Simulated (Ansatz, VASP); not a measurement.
**One calculation of MgS (Niningerite), two programs**

```
CELL_PARAMETERS angstrom
0.00000 2.73654 2.73654
2.73654 0.00000 2.73654
2.73654 2.73654 0.00000
ATOMIC_POSITIONS crystal
Mg 0.00000 0.00000 0.00000
S 0.50000 0.50000 0.50000
```

Change from the starting cell: hydrostatic strain +5.2%.

Alike in both runs: task single point; functional PBE; k mesh 8 × 8 × 8; occupations fermi-dirac, width 0.02 eV; no spin polarisation.

|  | VASP | Ansatz |
| --- | --- | --- |
| version | VASP 6.6.1 | Ansatz 0.2.0 |
| potentials or method | VASP PAW PBE potentials, release 64 (Mg, S) | plane waves, PAW |
| plane-wave cutoff (eV) | 520 | 420 |
| valence electrons in the cell | 8 | 16 |

```tsv
	VASP	Ansatz	Ansatz less VASP
gap on the k mesh at the Fermi level (eV)	2.43	2.45	+0.021
pressure (GPa)	-7.9	-7.6	+0.23
```

The two sets of potentials don't hold the same shells in valence.

A k mesh can miss the band edges.
